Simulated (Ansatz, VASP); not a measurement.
# ZnSe in VASP and in Ansatz

```
Zn Se
1.0
     3.69556    0.00000    0.00000
     0.00000    3.69556    0.00000
     0.00000    0.00000    3.69556
Zn Se
1 1
Direct
  0.50000 0.50000 0.50000
  0.00000 0.00000 0.00000
```

Alike in both runs: task single point; functional PBE; k mesh 6 × 6 × 6; occupations gaussian, width 0.1 eV; no spin polarisation.

|  | VASP | Ansatz |
| --- | --- | --- |
| version | VASP 6.6.1 | Ansatz 0.2.0 |
| potentials or method | VASP PAW PBE potentials, release 64 (Zn, Se) | scalar-relativistic, plane waves, PAW |
| plane-wave cutoff (eV) | 520 | 420 |
| valence electrons in the cell | 18 | 28 |

```tsv
	VASP	Ansatz	Ansatz less VASP
gap on the k mesh at the Fermi level (eV)	none	none	-
pressure (GPa)	-9.4	-9.4	-0.04
```

A gap of «none» marks a metal or a gap that the smearing closes. The two sets of potentials don't hold the same shells in valence.
